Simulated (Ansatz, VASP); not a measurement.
**TiO: VASP beside Ansatz**

Contents of INCAR:

```
  PREC = Accurate
  ENCUT = 520
  EDIFF = 1E-6
  ISMEAR = 0
  SIGMA = 0.15
  LREAL = False
  LASPH = True
  NELM = 80
  ALGO = Normal
  ISIF = 2
  LWAVE = False
  LCHARG = False
  GGA = PS
  NBANDS = 16
```

File KPOINTS:

```
Automatic mesh
0
Gamma
  18 18 16
```

File POSCAR:

```
TiO
1.0
    2.8351000000      0.0000000000      0.0000000000
   -1.4175500000      2.4552686223      0.0000000000
    0.0000000000      0.0000000000      2.9055000000
Ti O
1 1
Direct
    0.6666666667      0.3333333333      0.0000000000
    0.0000000000      0.0000000000      0.5000000000
```

Input for Ansatz:

```yaml
crystal:
  lattice:
    - [2.8351, 0.0, 0.0]
    - [-1.41755, 2.4552686223, 0.0]
    - [0.0, 0.0, 2.9055]
  atoms:
    - { symbol: Ti, position: [0.6666666667, 0.3333333333, 0.0] }
    - { symbol: O, position: [0.0, 0.0, 0.5] }
basis:
  ecutwfc: 520.0
kpoints:
  mp_grid: { grid: [18, 18, 16] }
hamiltonian:
  xc: pbesol
  pseudopotentials: { kind: paw, azcp: { folder: soft_1 } }
scf:
  occupations: { method: gaussian, width: 0.15 }
output:
  forces: true
  stress: true
  eigenvalues: true
```

Alike in both runs: task single point; functional PBEsol; k mesh 18 × 18 × 16; occupations gaussian, width 0.15 eV; no spin polarisation.

|  | VASP | Ansatz |
| --- | --- | --- |
| version | VASP 6.6.1 | Ansatz 0.2.0 |
| potentials or method | VASP PAW PBE potentials, release 64 (Ti_sv, O) | scalar-relativistic, plane waves, PAW |
| plane-wave cutoff (eV) | 520 | 520 |
| valence electrons in the cell | 18 | 18 |

|  | VASP | Ansatz | Ansatz less VASP |
| --- | --- | --- | --- |
| gap on the k mesh at the Fermi level (eV) | none | none | - |
| pressure (GPa) | -15.6 | -16.2 | -0.58 |
| largest component of the traceless stress (GPa) | 6.86 | 6.98 | +0.117 |

A gap of «none» marks a metal or a gap that the smearing closes. With one functional, cell and mesh, what is left measures potentials, basis and numerics. Ansatz warned: «pseudo_functional_mismatch».

Caveats: so large a pressure means that the cell lies far from this level's equilibrium, or that cutoff or potentials fall short (VASP); the potentials were made for another functional, which shifts forces and pressure (VASP); semilocal functionals often make such compounds metallic where correlation or magnetic order opens a gap, which also shifts bond lengths.
